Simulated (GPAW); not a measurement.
Here is a GPAW 26.7.0 calculation.

The input run.py:

```python
import spglib
from ase import Atoms
from ase.dft.bandgap import bandgap
from ase.io import read, write
from ase.units import GPa
from gpaw import GPAW, PW

atoms = read('Pd.cif')
cell, positions, numbers = spglib.find_primitive(
    (atoms.cell[:], atoms.get_scaled_positions(), atoms.numbers), symprec=1e-4)
atoms = Atoms(numbers, cell=cell, scaled_positions=positions, pbc=True)

calc = GPAW(mode=PW(600),
            xc='LDA',
            kpts={'size': (9, 9, 9), 'gamma': True},
            occupations={'name': 'fermi-dirac', 'width': 0.05},
            setups={'Pd': '10'},
            nbands=-9,
            convergence={'density': 1e-05, 'energy': 1e-05},
            maxiter=150,
            txt='gpaw.txt')
atoms.calc = calc
energy = atoms.get_potential_energy()
forces = atoms.get_forces()
stress = atoms.get_stress()
calc.write('gs.gpw')
write('result.traj', atoms)
print(f'Energy: {energy:.6f} eV')
print('Forces (eV/A):')
print(forces.round(4))
print('Stress (GPa):', (stress / GPa).round(3))
print('Fermi level:', round(calc.get_fermi_level(), 4), 'eV')
print(f'Gap: {bandgap(calc)[0]:.4f} eV, direct: {bandgap(calc, direct=True)[0]:.4f} eV')

path = atoms.cell.bandpath('GXWKGLUWLK,UX', npoints=100, eps=1e-4)
bs_calc = calc.fixed_density(kpts=path, symmetry='off', nbands=-16,
                             convergence={'bands': 'CBM+6.0', 'eigenstates': 1e-6}, txt='bands.txt')
bs = bs_calc.band_structure()
bs.write('bs.json')
print(f'Gap on the path: {bandgap(bs_calc)[0]:.4f} eV')
```

Pd.cif

```cif
data_Pd
_cell_length_a 3.89300000
_cell_length_b 3.89300000
_cell_length_c 3.89300000
_cell_angle_alpha 90.00000000
_cell_angle_beta 90.00000000
_cell_angle_gamma 90.00000000
_space_group_name_H-M_alt 'Fm-3m'
_space_group_name_Hall '-F 4 2 3'
_space_group_IT_number 225
loop_
_space_group_symop_operation_xyz
'x,y,z'
'-x,-y,-z'
'-y,x,z'
'y,-x,-z'
'-x,-y,z'
'x,y,-z'
'y,-x,z'
'-y,x,-z'
'x,-y,-z'
'-x,y,z'
'-y,-x,-z'
'y,x,z'
'-x,y,-z'
'x,-y,z'
'y,x,-z'
'-y,-x,z'
'z,x,y'
'-z,-x,-y'
'z,-y,x'
'-z,y,-x'
'z,-x,-y'
'-z,x,y'
'z,y,-x'
'-z,-y,x'
'-z,x,-y'
'z,-x,y'
'-z,-y,-x'
'z,y,x'
'-z,-x,y'
'z,x,-y'
'-z,y,x'
'z,-y,-x'
'y,z,x'
'-y,-z,-x'
'x,z,-y'
'-x,-z,y'
'-y,z,-x'
'y,-z,x'
'-x,z,y'
'x,-z,-y'
'-y,-z,x'
'y,z,-x'
'-x,-z,-y'
'x,z,y'
'y,-z,-x'
'-y,z,x'
'x,-z,y'
'-x,z,-y'
'x,y+1/2,z+1/2'
'-x,-y+1/2,-z+1/2'
'-y,x+1/2,z+1/2'
'y,-x+1/2,-z+1/2'
'-x,-y+1/2,z+1/2'
'x,y+1/2,-z+1/2'
'y,-x+1/2,z+1/2'
'-y,x+1/2,-z+1/2'
'x,-y+1/2,-z+1/2'
'-x,y+1/2,z+1/2'
'-y,-x+1/2,-z+1/2'
'y,x+1/2,z+1/2'
[... 40 lines left out ...]
'-x+1/2,-y,z+1/2'
'x+1/2,y,-z+1/2'
'y+1/2,-x,z+1/2'
'-y+1/2,x,-z+1/2'
'x+1/2,-y,-z+1/2'
'-x+1/2,y,z+1/2'
'-y+1/2,-x,-z+1/2'
'y+1/2,x,z+1/2'
'-x+1/2,y,-z+1/2'
'x+1/2,-y,z+1/2'
'y+1/2,x,-z+1/2'
'-y+1/2,-x,z+1/2'
'z+1/2,x,y+1/2'
'-z+1/2,-x,-y+1/2'
'z+1/2,-y,x+1/2'
'-z+1/2,y,-x+1/2'
'z+1/2,-x,-y+1/2'
'-z+1/2,x,y+1/2'
'z+1/2,y,-x+1/2'
'-z+1/2,-y,x+1/2'
'-z+1/2,x,-y+1/2'
'z+1/2,-x,y+1/2'
'-z+1/2,-y,-x+1/2'
'z+1/2,y,x+1/2'
'-z+1/2,-x,y+1/2'
'z+1/2,x,-y+1/2'
'-z+1/2,y,x+1/2'
'z+1/2,-y,-x+1/2'
'y+1/2,z,x+1/2'
'-y+1/2,-z,-x+1/2'
'x+1/2,z,-y+1/2'
'-x+1/2,-z,y+1/2'
'-y+1/2,z,-x+1/2'
'y+1/2,-z,x+1/2'
'-x+1/2,z,y+1/2'
'x+1/2,-z,-y+1/2'
'-y+1/2,-z,x+1/2'
'y+1/2,z,-x+1/2'
'-x+1/2,-z,-y+1/2'
'x+1/2,z,y+1/2'
'y+1/2,-z,-x+1/2'
'-y+1/2,z,x+1/2'
'x+1/2,-z,y+1/2'
'-x+1/2,z,-y+1/2'
'x+1/2,y+1/2,z'
'-x+1/2,-y+1/2,-z'
'-y+1/2,x+1/2,z'
'y+1/2,-x+1/2,-z'
'-x+1/2,-y+1/2,z'
'x+1/2,y+1/2,-z'
'y+1/2,-x+1/2,z'
'-y+1/2,x+1/2,-z'
'x+1/2,-y+1/2,-z'
'-x+1/2,y+1/2,z'
'-y+1/2,-x+1/2,-z'
'y+1/2,x+1/2,z'
'-x+1/2,y+1/2,-z'
'x+1/2,-y+1/2,z'
'y+1/2,x+1/2,-z'
'-y+1/2,-x+1/2,z'
'z+1/2,x+1/2,y'
'-z+1/2,-x+1/2,-y'
'z+1/2,-y+1/2,x'
'-z+1/2,y+1/2,-x'
'z+1/2,-x+1/2,-y'
'-z+1/2,x+1/2,y'
'z+1/2,y+1/2,-x'
'-z+1/2,-y+1/2,x'
'-z+1/2,x+1/2,-y'
'z+1/2,-x+1/2,y'
'-z+1/2,-y+1/2,-x'
'z+1/2,y+1/2,x'
'-z+1/2,-x+1/2,y'
'z+1/2,x+1/2,-y'
'-z+1/2,y+1/2,x'
'z+1/2,-y+1/2,-x'
'y+1/2,z+1/2,x'
'-y+1/2,-z+1/2,-x'
'x+1/2,z+1/2,-y'
'-x+1/2,-z+1/2,y'
'-y+1/2,z+1/2,-x'
'y+1/2,-z+1/2,x'
'-x+1/2,z+1/2,y'
'x+1/2,-z+1/2,-y'
'-y+1/2,-z+1/2,x'
'y+1/2,z+1/2,-x'
'-x+1/2,-z+1/2,-y'
'x+1/2,z+1/2,y'
'y+1/2,-z+1/2,-x'
'-y+1/2,z+1/2,x'
'x+1/2,-z+1/2,y'
'-x+1/2,z+1/2,-y'
loop_
_atom_site_label
_atom_site_type_symbol
_atom_site_symmetry_multiplicity
_atom_site_Wyckoff_symbol
_atom_site_fract_x
_atom_site_fract_y
_atom_site_fract_z
_atom_site_occupancy
Pd1 Pd 4 a 0.0000000000 0.0000000000 0.0000000000 1
```

Potentials or basis: the program's PAW data sets (release 1.2.1) made for this functional, other valence, pw.

Run with:

```bash
$ OMP_NUM_THREADS=1 python run.py
```

**Question.** Predict the pressure.

**Answer.** -8.8 GPa.

**Question.** Estimate the band gap along the path.

**Answer.** None (metal or under the smearing width).

Levels at the corners of the path, in eV from the Fermi level:
```csv
point,band 2,band 3,band 4,band 5,band 6
Γ,-2.84,-2.84,-2.84,-1.21,-1.21
X,-5.10,-0.02,0.30,0.30,3.35
W,-3.38,-3.38,-1.29,0.31,8.91
K,-4.14,-1.96,-0.92,-0.15,7.10
Γ,-2.84,-2.84,-2.84,-1.21,-1.21
L,-2.88,-2.88,0.00,0.00,1.02
U,-4.14,-1.96,-0.92,-0.15,7.10
W,-3.38,-3.38,-1.29,0.31,8.91
L,-2.88,-2.88,0.00,0.00,1.02
K,-4.14,-1.96,-0.92,-0.15,7.10
U,-4.14,-1.96,-0.92,-0.15,7.10
X,-5.10,-0.02,0.30,0.30,3.35
```
